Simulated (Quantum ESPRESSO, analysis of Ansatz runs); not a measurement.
# Migration in HfO2 (P2_1/c): V_O hop (2.8 Å), charge +2 (Quantum ESPRESSO), part 3 of 3

How high is the barrier when O changes place in HfO2 (P2_1/c)? The case: V_O hop (2.8 Å), charge +2, in a cell of 48 host atoms with 1 O taken out.

Quantum ESPRESSO 7.5; Quantum ESPRESSO plane-wave DFT, PBEsol, GBRV 1.5 PBEsol potentials; nudged elastic band between two relaxed defect structures at fixed charge in a uniform background.

So far: The starting structure; Relaxation of the start point, charge +2; Relaxation of the end point, charge +2.

### Step 4. Nudged elastic band, charge +2

3 movable images are laid between the ends by interpolation. Each image feels the true force across the path and a spring force along it. The highest image is set to climb to the top of the path.

This step: Quantum ESPRESSO plane-wave DFT, PBEsol, GBRV 1.5 PBEsol potentials; nudged elastic band between two relaxed defect structures at fixed charge in a uniform background.

Input file neb.in:

```
BEGIN
BEGIN_PATH_INPUT
&PATH
  restart_mode = 'from_scratch'
  string_method = 'neb'
  nstep_path = 45
  ds = 1.5
  opt_scheme = 'broyden'
  num_of_images = 5
  k_max = 0.3
  k_min = 0.2
  CI_scheme = 'auto'
  path_thr = 0.06
/
END_PATH_INPUT
BEGIN_ENGINE_INPUT
&CONTROL
  prefix = 'pwscf'
  outdir = './tmp'
  pseudo_dir = './pseudo'
  disk_io = 'low'
/
&SYSTEM
  ibrav = 0
  nat = 47
  ntyp = 2
  ecutwfc = 36
  ecutrho = 288
  nbnd = 192
  occupations = 'fixed'
  tot_charge = 2
  nosym = .true.
/
&ELECTRONS
  conv_thr = 5d-08
  electron_maxstep = 100
  mixing_beta = 0.5
/
ATOMIC_SPECIES
Hf   178.4900 hf_pbesol_v1.uspp.F.UPF
O     15.9990 o_pbesol_v1.2.uspp.F.UPF
CELL_PARAMETERS angstrom
  -5.9416700219    5.1632183080    5.1583953540
   4.2040263251   -5.1632183080    5.1655566081
   5.9416700219    5.1632183080   -5.1583953540
BEGIN_POSITIONS
FIRST_IMAGE
ATOMIC_POSITIONS crystal
Hf     0.0872766232    0.4864725794    0.8675868477
Hf     0.0778867265    0.9848028799    0.3622679065
Hf     0.5801617979    0.4935955838    0.3656795724
Hf     0.5819237747    1.0178637333    0.8791570673
Hf     0.3742672665    0.2623725028    0.8391492680
Hf     0.3763593658    0.7578730638    0.3432407369
Hf     0.8749172965    0.2578841564    0.3440366541
Hf     0.8989170676    0.7532387579    0.8424710815
Hf     0.4216403359    0.0106848726    0.1400938446
Hf     0.3917562249    0.4854189756    0.6137411271
Hf     0.9140357809    0.0014006106    0.6282958367
Hf     0.9205510115    0.5094931364    0.1345424073
Hf     0.1146396499    0.2335093665    0.1475652239
Hf     0.1327320516    0.7419286351    0.6555345544
Hf     0.6289224826    0.2434878308    0.6613259187
Hf     0.6246405220    0.7414724117    0.1584670152
O      0.3586717288    0.2120562536    0.5906595072
O      0.3650635669    0.7185357131    0.1006152939
O      0.8575843721    0.2155985445    0.0952781177
O      0.8696531992    0.7090603729    0.5922543864
O      0.3828970216    0.0417891645    0.8997368096
O      0.3770799231    0.5326660005    0.3972803879
O      0.8790541826    0.0324779667    0.3962879372
O      0.8861183250    0.5299066672    0.8950089300
O      0.1287924397    0.2722870226    0.3902314247
O      0.1425774969    0.7849323919    0.9021363929
O      0.6374545976    0.2926918054    0.9049285152
O      0.6371865296    0.7821547809    0.4052641682
O      0.1193654619    0.4619294128    0.1020679717
O      0.1208663259    0.9654041606    0.6021017183
O      0.6251792550    0.5091861422    0.6325701094
O      0.6197664759    0.9667756895    0.1005415300
O      0.3311282482    0.2045096354    0.1871671410
O      0.3650317780    0.7233045899    0.7029251084
O      0.8373934954    0.2082482755    0.6817082398
O      0.8364018331    0.7042753987    0.1925299948
O      0.4809701178    0.0446583785    0.3826250816
O      0.4840001419    0.5466725588    0.8749121555
O      0.9361901062    0.0181577411    0.8609414594
O      0.9923539195    0.5401888433    0.3811966724
O      0.1618665753    0.2829619824    0.8206588587
O      0.1634449407    0.7911749426    0.3072412021
O      0.6651207158    0.2948477034    0.3201865032
O      0.0411147642    0.4626074871    0.6274248795
O     -0.0043340343    0.9452535374    0.1068081803
O      0.5169664799    0.4587666179    0.1208939717
O      0.5286747821    0.9649987713    0.6300610742
INTERMEDIATE_IMAGE
ATOMIC_POSITIONS crystal
Hf     0.0864098703    0.4872541145    0.8678723402
Hf     0.0791088444    0.9865687999    0.3632096969
[... 45 atom lines left out ...]
INTERMEDIATE_IMAGE
ATOMIC_POSITIONS crystal
Hf     0.0855431175    0.4880356496    0.8681578327
Hf     0.0803309622    0.9883347199    0.3641514874
[... 45 atom lines left out ...]
INTERMEDIATE_IMAGE
ATOMIC_POSITIONS crystal
Hf     0.0846763647    0.4888171847    0.8684433252
Hf     0.0815530800    0.9901006399    0.3650932778
[... 45 atom lines left out ...]
LAST_IMAGE
ATOMIC_POSITIONS crystal
Hf     0.0838096118    0.4895987199    0.8687288177
Hf     0.0827751979    0.9918665599    0.3660350682
[... 1 atom line left out ...]
Hf     0.5865094428    0.9824311063    0.8707176689
Hf     0.3725165702    0.2337926154    0.8451496886
[... 2 atom lines left out ...]
Hf     0.8745613099    0.7499708869    0.8390674571
[... 1 atom line left out ...]
Hf     0.4121361478    0.5021190616    0.6061572423
[... 5 atom lines left out ...]
Hf     0.6394873703    0.7662146352    0.1884940961
O      0.3780415356    0.2579222566    0.6356532064
[... 13 atom lines left out ...]
O      0.6183746909    0.4575098570    0.5914257157
O      0.6211945577    0.9627437569    0.1090548084
[... 1 atom line left out ...]
O      0.3392121282    0.6932247984    0.7015071316
[... 1 atom line left out ...]
O      0.8354340058    0.7134541558    0.1881746350
[... 1 atom line left out ...]
O      0.6586887136    0.7684986984    0.8310639117
[... 6 atom lines left out ...]
O      0.0261100242    0.9565809736    0.1222532858
[... 1 atom line left out ...]
O      0.5162291476    0.9530472203    0.6248733585
END_POSITIONS
K_POINTS gamma
END_ENGINE_INPUT
END
```

Command:

```
$ OMP_NUM_THREADS=1 mpirun -n 4 neb.x -ni 2 -inp neb.in > neb.out
```

What it wrote:

```text
[shortened: banners, details of potentials and solvers, and blank lines are left out]
[banner, memory and clock lines left out]
     path-images division:  nimage    =       2
     initial path length           =  4.8968 bohr
     initial inter-image distance  =  1.2242 bohr
     string_method                 =    neb
     restart_mode                  =    from_scratch
     opt_scheme                    =    broyden
     num_of_images                 =    5
     nstep_path                    =    45
     CI_scheme                     =    auto
     first_last_opt                =    F
     use_freezing                  =    F
     ds                            =    1.5000 a.u.
     k_max                         =    0.3000 a.u.
     k_min                         =    0.2000 a.u.
     path_thr                      =    0.0600 eV / A
     ------------------------------ iteration   1 ------------------------------
     activation energy (->) =   2.549151 eV
     activation energy (<-) =   2.546887 eV
     image        energy (eV)        error (eV/A)        frozen
         1     -48237.1990512            0.028914            T
         2     -48235.8746584            3.643857            F
         3     -48234.6499007            6.492529            F
         4     -48235.8552045            4.257959            F
         5     -48237.1967875            0.029821            T
     climbing image =  3
     path length          =  4.897 bohr
     inter-image distance =  1.224 bohr
     ------------------------------ iteration   2 ------------------------------
     activation energy (->) =   1.673586 eV
     activation energy (<-) =   1.671322 eV
     image        energy (eV)        error (eV/A)        frozen
         1     -48237.1990512            0.028914            T
         2     -48236.2619314            1.031515            F
         3     -48235.5254653            2.576985            F
         4     -48236.2786068            1.401627            F
         5     -48237.1967875            0.029821            T
     climbing image =  3
     path length          =  4.987 bohr
[...]
------------------------------ iteration   3 ------------------------------
     activation energy (->) =   1.333505 eV
     activation energy (<-) =   1.331241 eV
     image        energy (eV)        error (eV/A)        frozen
         1     -48237.1990512            0.028914            T
         2     -48236.3804745            0.988071            F
         3     -48235.8655467            1.338943            F
         4     -48236.4075305            1.083790            F
         5     -48237.1967875            0.029821            T
     climbing image =  3
     path length          =  5.008 bohr
[...]
------------------------------ iteration   4 ------------------------------
     activation energy (->) =   1.128935 eV
     activation energy (<-) =   1.126672 eV
     image        energy (eV)        error (eV/A)        frozen
         1     -48237.1990512            0.028914            T
         2     -48236.4700930            0.434497            F
         3     -48236.0701158            0.692541            F
         4     -48236.5293919            0.474117            F
         5     -48237.1967875            0.029821            T
     climbing image =  3
     path length          =  5.112 bohr
[...]
------------------------------ iteration   5 ------------------------------
     activation energy (->) =   1.009411 eV
     activation energy (<-) =   1.007147 eV
     image        energy (eV)        error (eV/A)        frozen
         1     -48237.1990512            0.028914            T
         2     -48236.5138659            0.383029            F
         3     -48236.1896401            0.319441            F
         4     -48236.6113715            0.224022            F
         5     -48237.1967875            0.029821            T
     climbing image =  3
     path length          =  5.236 bohr
[...]
------------------------------ iteration   6 ------------------------------
     activation energy (->) =   0.961291 eV
     activation energy (<-) =   0.959028 eV
     image        energy (eV)        error (eV/A)        frozen
         1     -48237.1990512            0.028914            T
         2     -48236.5356789            0.199633            F
         3     -48236.2377599            0.260971            F
         4     -48236.6500188            0.145108            F
         5     -48237.1967875            0.029821            T
     climbing image =  3
     path length          =  5.296 bohr
[...]
------------------------------ iteration   7 ------------------------------
     activation energy (->) =   0.894086 eV
     activation energy (<-) =   0.891822 eV
     image        energy (eV)        error (eV/A)        frozen
         1     -48237.1990512            0.028914            T
         2     -48236.5552542            0.094261            F
         3     -48236.3049657            0.171542            F
         4     -48236.7021571            0.189735            F
         5     -48237.1967875            0.029821            T
     climbing image =  3
     path length          =  5.499 bohr
[...]
------------------------------ iteration   8 ------------------------------
     activation energy (->) =   0.889291 eV
     activation energy (<-) =   0.887027 eV
     image        energy (eV)        error (eV/A)        frozen
         1     -48237.1990512            0.028914            T
         2     -48236.5569248            0.081392            F
         3     -48236.3097602            0.116253            F
         4     -48236.7038156            0.104784            F
         5     -48237.1967875            0.029821            T
     climbing image =  3
     path length          =  5.462 bohr
[...]
------------------------------ iteration   9 ------------------------------
     activation energy (->) =   0.881990 eV
     activation energy (<-) =   0.879726 eV
     image        energy (eV)        error (eV/A)        frozen
         1     -48237.1990512            0.028914            T
         2     -48236.5598225            0.079552            F
         3     -48236.3170616            0.106770            F
         4     -48236.7087284            0.104094            F
         5     -48237.1967875            0.029821            T
     climbing image =  3
     path length          =  5.478 bohr
[...]
------------------------------ iteration  10 ------------------------------
     activation energy (->) =   0.864313 eV
     activation energy (<-) =   0.862049 eV
     image        energy (eV)        error (eV/A)        frozen
         1     -48237.1990512            0.028914            T
         2     -48236.5716796            0.130132            F
         3     -48236.3347382            0.112742            F
         4     -48236.7183531            0.100763            F
         5     -48237.1967875            0.029821            T
     climbing image =  3
     path length          =  5.594 bohr
[...]
------------------------------ iteration  11 ------------------------------
     activation energy (->) =   0.863115 eV
     activation energy (<-) =   0.860852 eV
     image        energy (eV)        error (eV/A)        frozen
         1     -48237.1990512            0.028914            T
         2     -48236.5753922            0.099811            F
         3     -48236.3359360            0.110217            F
         4     -48236.7197291            0.080568            F
         5     -48237.1967875            0.029821            T
     climbing image =  3
     path length          =  5.601 bohr
[...]
------------------------------ iteration  12 ------------------------------
     activation energy (->) =   0.862482 eV
     activation energy (<-) =   0.860218 eV
     image        energy (eV)        error (eV/A)        frozen
         1     -48237.1990512            0.028914            T
         2     -48236.5784679            0.088001            F
         3     -48236.3365693            0.109136            F
         4     -48236.7200347            0.074973            F
         5     -48237.1967875            0.029821            T
     climbing image =  3
     path length          =  5.613 bohr
[...]
------------------------------ iteration  13 ------------------------------
     activation energy (->) =   0.861701 eV
     activation energy (<-) =   0.859437 eV
     image        energy (eV)        error (eV/A)        frozen
         1     -48237.1990512            0.028914            T
         2     -48236.5826961            0.073792            F
         3     -48236.3373507            0.105688            F
         4     -48236.7202192            0.061203            F
         5     -48237.1967875            0.029821            T
     climbing image =  3
     path length          =  5.623 bohr
[...]
------------------------------ iteration  14 ------------------------------
     activation energy (->) =   0.861058 eV
     activation energy (<-) =   0.858795 eV
     image        energy (eV)        error (eV/A)        frozen
         1     -48237.1990512            0.028914            T
         2     -48236.5886991            0.056786            F
         3     -48236.3379929            0.101262            F
         4     -48236.7196050            0.049217            F
         5     -48237.1967875            0.029821            T
     climbing image =  3
     path length          =  5.636 bohr
[...]
------------------------------ iteration  15 ------------------------------
     activation energy (->) =   0.861162 eV
     activation energy (<-) =   0.858899 eV
     image        energy (eV)        error (eV/A)        frozen
         1     -48237.1990512            0.028914            T
         2     -48236.5977473            0.037634            F
         3     -48236.3378890            0.088408            F
         4     -48236.7169401            0.081302            F
         5     -48237.1967875            0.029821            T
     climbing image =  3
     path length          =  5.659 bohr
[...]
------------------------------ iteration  16 ------------------------------
     activation energy (->) =   0.861343 eV
     activation energy (<-) =   0.859080 eV
     image        energy (eV)        error (eV/A)        frozen
         1     -48237.1990512            0.028914            T
         2     -48236.6036653            0.041944            F
         3     -48236.3377078            0.071940            F
         4     -48236.7133548            0.077634            F
         5     -48237.1967875            0.029821            T
     climbing image =  3
     path length          =  5.666 bohr
[...]
------------------------------ iteration  17 ------------------------------
     activation energy (->) =   0.861320 eV
     activation energy (<-) =   0.859057 eV
     image        energy (eV)        error (eV/A)        frozen
         1     -48237.1990512            0.028914            T
         2     -48236.6071597            0.041462            F
         3     -48236.3377309            0.064739            F
         4     -48236.7106585            0.063133            F
         5     -48237.1967875            0.029821            T
     climbing image =  3
     path length          =  5.666 bohr
[...]
------------------------------ iteration  18 ------------------------------
     activation energy (->) =   0.861374 eV
     activation energy (<-) =   0.859110 eV
     image        energy (eV)        error (eV/A)        frozen
         1     -48237.1990512            0.028914            T
         2     -48236.6131392            0.034293            F
         3     -48236.3376773            0.049827            F
         4     -48236.7057334            0.033248            F
         5     -48237.1967875            0.029821            T
     climbing image =  3
     path length          =  5.664 bohr
     inter-image distance =  1.416 bohr
     neb: convergence achieved in  18 iterations
```

The job ended after 34 min (4 MPI ranks of Arm Neoverse V1, shared host; peak memory 2.4 GiB; 2.3 h of CPU time).

Images along the path:

```
image  path (Å)  energy (eV)     O38: x, y, z (Å)
    0     0.000       0.0000  4.621, 4.194, 0.807
    1     0.771       0.5859  4.510, 4.324, 1.407
    2     1.405       0.8614  4.481, 4.320, 1.949
    3     2.125       0.4933  4.422, 4.111, 2.526
    4     2.997       0.0023  4.255, 3.724, 3.081
```

Numbers from this step:

```yaml
barrier_forward: 0.8614 eV
barrier_backward: 0.8591 eV
end_less_start: 0.002264 eV
hop_length: 2.350 Å
```

The band met its tolerance of 0.06 eV/Å after 18 iterations, with image 2 on top (the start counts as 0). O38, which moves farthest between the ends, has 3 Hf at 2.04 to 2.12 Å nearest at the start and 2 Hf at 2.04 to 2.12 Å at the top.

### Step 5. Outcome

```yaml
barrier_forward: 0.86 eV
barrier_backward: 0.86 eV
end_less_start: 0.00 eV
hop_length: 2.35 Å
band_iterations_as_the_log_counts_them: 18
```

**Reading.** The top of the band lies 0.86 eV above the start and 0.86 eV above the end. In the end relaxations the farther half of the atoms moved by 0.11 Å r.m.s. or more, so the host itself may distort at this sampling, and part of the barrier may belong to that. The order of the top as a saddle was not checked for all atoms, so a bent path could be lower. No image-charge correction is applied; it largely cancels along a path if the charge stays localised alike. Keep in mind: sampling at the zone centre alone can move energies of charged and open-shell states by tenths of an eV or more in cells of this size; periodic copies of the defect are only 8.4 Å apart; spin–orbit coupling, which can matter with heavy atoms, is left out. The cutoff of 36 Ry is under the 40 Ry advised for these potentials.

[Logs are printed without paths, hosts, clocks, repeated set-up lines and the standing remarks that a program may print on its own settings, such as how far it seeks lower states.]

[Hosts, paths, dates, database ids (printed as entryN), source tags and the programs' standing remarks are cut or masked in the printed files.]
